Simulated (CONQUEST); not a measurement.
The system is TePb.

```
CELL_PARAMETERS angstrom
4.56932 0.00000 0.00000
0.00000 4.56932 0.00000
0.00000 0.00000 6.46200
ATOMIC_POSITIONS crystal
Pb 0.00000 0.00000 0.00000
Pb 0.50000 0.50000 0.50000
Te 0.00000 0.00000 0.50000
Te 0.50000 0.50000 0.00000
```

Base run:

* Program: CONQUEST 1.3
* Functional: PBE
* Potentials or basis: PseudoDojo NC PBE, SZ, grid cutoff 120 Ha
* k mesh: 6 × 6 × 4
* Occupations: fermi-dirac, width 0.05 eV
* Spin: no spin polarisation

Its results: band gap on the k mesh 0.93 eV; pressure 5.6 GPa.

Task: The run is repeated on the same cell with these changes: potentials or basis from PseudoDojo NC PBE, SZ, grid cutoff 120 Ha to PseudoDojo NC PBE, DZ, grid cutoff 120 Ha. What comes out?

Result: Band gap on the k mesh 0.84 eV; pressure 3.8 GPa.

Caveats: the atomic basis is small; the box holds several primitive cells, so bands are folded and the points are those of the box's own zone; spin-orbit coupling is left out, which as a rule narrows the gap of such compounds by several tenths of an eV; the basis of atomic orbitals isn't converged, which shifts pressures, moduli and gaps; the real-space grid breaks the cell's symmetry a little.

A k mesh can miss the band edges.
